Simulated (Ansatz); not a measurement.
# C: band gap under strain

Aim: follow the gap of C built on the diamond prototype through these states: +4.8 % shear in the xy plane; -3.3 % strain along x alone. The table at the end shows which levels were run.

Code: Ansatz 0.2.0. PAW datasets, plane waves. No spin polarisation and no zero-point or thermal motion.

## Step 1: The system as given

The unstrained cell was relaxed with r2SCAN; in each strained cell the atoms were relaxed again with r2SCAN. Names of k-points are those of the unstrained zone, where strain can split equivalent points. First state: +4.8 % shear in the xy plane.

The symmetry is Imma (No. 74, orthorhombic); conventional cell a = 2.457 Å, b = 2.578 Å, c = 3.560 Å, 5.64 Å³ an atom. C has 4 C at 1.52–1.56 Å.

The structure in full:

```xyz
2
Lattice="0.0429 1.7801 1.7801 1.7801 0.0429 1.7801 1.8230 1.8230 0.0000" Properties=species:S:1:pos:R:3 pbc="T T T"
C     0.0000    0.0000    0.0014
C     0.9115    0.9115    0.8887
```

## Step 2: +4.8 % shear in the xy plane: PBE

The input, input.yaml:

```yaml
crystal:
  lattice:
    - [0.0429009918, 1.7801241411, 1.7801241411]
    - [1.7801241411, 0.0429009918, 1.7801241411]
    - [1.8230251329, 1.8230251329, 0.0]
  atoms:
    - { symbol: C, position: [0.0003893714, 0.0003893714, -0.0003893714] }
    - { symbol: C, position: [0.2496106286, 0.2496106286, 0.2503893714] }
kpoints:
  mp_grid: { grid: [12, 12, 12] }
  band_path:
    path:
      - [0.0, 0.0, 0.0]
      - [0.5, 0.0, 0.5]
      - [0.625, 0.25, 0.625]
      - [0.375, 0.375, 0.75]
      - [0.5, 0.5, 0.5]
      - [0.5, 0.25, 0.75]
      - [0.35, 0.0, 0.35]
    npoints: 1
hamiltonian:
  xc: pbe
scf:
  occupations: { method: fermi_dirac, width: 0.02 }
  n_extra_bands: 4
output:
  forces: true
  stress: true
  eigenvalues: true
```

Further steps of the session: +4.8 % shear in the xy plane: r2SCAN; +4.8 % shear in the xy plane: HSE06; -3.3 % strain along x alone: PBE; -3.3 % strain along x alone: r2SCAN; -3.3 % strain along x alone: HSE06.

What does the calculation give?

The runs gave:

Least gap in eV (negative: overlap):

| state | PBE | r2SCAN | HSE06 |
| --- | --- | --- | --- |
| +4.8 % shear in the xy plane | 3.78 | 4.00 | 4.92 |
| -3.3 % strain along x alone | 3.38 | 3.55 | 4.46 |

Where both were run, the HSE06 gap lies +1.08 to +1.14 eV from PBE's, each on its own k points. In PBE the gap is least under -3.3 % strain along x alone (3.38 eV) and largest under +4.8 % shear in the xy plane (3.78 eV).
